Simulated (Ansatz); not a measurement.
The cell was built from the zincblende type and relaxed in the same program; it needn't be a known or the stable phase. The listed cell was then made from it by scaling, straining or moving an atom.

An input for PbSe: DFT, PBE, all-electron LAPW, scalar-relativistic (Ansatz 0.2.0).

Command: `ansatz run input.yaml --threads 1 --pin off --max-ram 2048MiB --backend cpu --events-out ev --progress --plain --runs-dir out` The run took about 110 s on 1 thread of a shared machine.

```yaml
crystal:
  lattice:
    - [-0.0345035924, 3.4503592439, 3.4503592439]
    - [3.4503592439, -0.0345035924, 3.4503592439]
    - [3.4158556514, 3.4158556514, 0.0]
  atoms:
    - { symbol: Pb, position: [0.0, 0.0, 0.0] }
    - { symbol: Se, position: [0.25, 0.25, 0.25] }
kpoints:
  mp_grid: { grid: [11, 11, 11] }
scf:
  occupations: { method: fermi_dirac, width: 0.08 }
hamiltonian:
  xc: pbe
  pseudopotentials: { kind: all_electron, lapw: { basis_error: 0.00025 } }
output:
  forces: true
  stress: true
  eigenvalues: true
```

The results part of the log:

```
SCF 1 converged in 9 iterations: F = -634193.032077 eV  dr2 = 2.79e-8
SCF converged after 9 iterations
Free energy (F): -634193.032077 eV
Harris-Foulkes:  -634193.032076 eV  (|F-HF|=1.98e-7)
Internal energy: -634193.031667 eV  (E = F + TS)
E sigma→0 (E₀):  -634193.031872 eV
Entropy (-TS):   -0.000410 eV (-0.205 meV/atom)
Fermi energy:    7.183994 eV
--- Per-component energies (eV) ---
  E_band       = -4139.042462
  E_kinetic    = 722664.875375
  E_xc         = -12975.124238
  E_electrostatic = -1343882.782804  (all electrons and nuclei)
  E_smearing   = -0.000410  (= −TS)
  E_closure    = 0.000000  (closes the sum)
  E_atoms      = -634185.215359  (free atoms, spherical and without spin; not in F)
  Σ components = -634193.032077   (vs F -634193.032077, Δ=0.00e0)
  Basis errors (estimates in eV, not in F): energy 1.1e-4 per atom: plane waves 1.0e-4 (6.0e-5 summed), levels above the bands 8.0e-45, relativity 1.2e-8, radial functions 1.1e-5, core shells 4.9e-8; eigenvalues (radial functions only) 2.9e-7; not estimated: angular momenta, meshes, grids; target (lapw.basis_error) 2.5e-4; muffin-tin radii Se 1.409 Å, Pb 1.559 Å
--- Forces (eV/Å), atoms counted from 1 ---
  atom   1  Pb    -0.00000000    -0.00000000    -0.07354641
  atom   2  Se     0.00000000     0.00000000     0.07355223
  max |Σ_I F_I| component: 5.82e-6 eV/Å
--- Stress (GPa, compression-positive) ---
       -0.000222       0.087024      -0.000000
        0.087024      -0.000222      -0.000000
       -0.000000      -0.000000       0.005046
  P = ⅓ Tr σ = 0.0015 GPa (0.015 kbar)
--- Band table (eV; the first three rows and the last of 216) ---
  k-point 0: bands = ["-200.3835", "-139.8516", "-139.8499", "-139.8482", "-132.6444", "-121.6796", "-121.6796", "-121.6794", "-121.6789", "-121.6787", "-121.6778", "-121.6776", "-74.4865", "-74.4838", "-74.4816", "-40.0639", "-40.0634", "-40.0611", "-40.0609", "-40.0601", "-9.9836", "-9.9833", "-9.9831", "-9.9562", "-9.9559", "-5.8420", "0.3855", "5.2398", "5.2530", "5.2671", "8.8571", "8.9388", "9.0205", "11.5275", "15.0334", "15.0361"]
  k-point 1: bands = ["-200.3835", "-139.8516", "-139.8499", "-139.8482", "-132.6444", "-121.6796", "-121.6796", "-121.6794", "-121.6789", "-121.6787", "-121.6778", "-121.6776", "-74.4865", "-74.4838", "-74.4816", "-40.0639", "-40.0634", "-40.0611", "-40.0609", "-40.0601", "-9.9852", "-9.9827", "-9.9826", "-9.9562", "-9.9558", "-5.8035", "0.2679", "5.1919", "5.2160", "5.2537", "8.9079", "8.9430", "9.0574", "11.9241", "14.6186", "14.6572"]
  k-point 2: bands = ["-200.3835", "-139.8516", "-139.8499", "-139.8482", "-132.6444", "-121.6796", "-121.6796", "-121.6794", "-121.6789", "-121.6787", "-121.6778", "-121.6776", "-74.4865", "-74.4838", "-74.4816", "-40.0639", "-40.0634", "-40.0611", "-40.0609", "-40.0601", "-9.9903", "-9.9810", "-9.9808", "-9.9561", "-9.9554", "-5.6953", "-0.0388", "5.0617", "5.0894", "5.2172", "8.9414", "9.1531", "9.2630", "12.7311", "14.2370", "14.3059"]
  k-point 215: bands = ["-200.3835", "-139.8516", "-139.8499", "-139.8482", "-132.6444", "-121.6796", "-121.6796", "-121.6794", "-121.6789", "-121.6787", "-121.6778", "-121.6776", "-74.4865", "-74.4839", "-74.4816", "-40.0638", "-40.0635", "-40.0611", "-40.0609", "-40.0601", "-10.0212", "-9.9668", "-9.9665", "-9.9611", "-9.9510", "-5.0711", "-1.3399", "3.9543", "4.1219", "6.3905", "7.6263", "11.3982", "11.5019", "12.7162", "14.7484", "16.1576"]
```
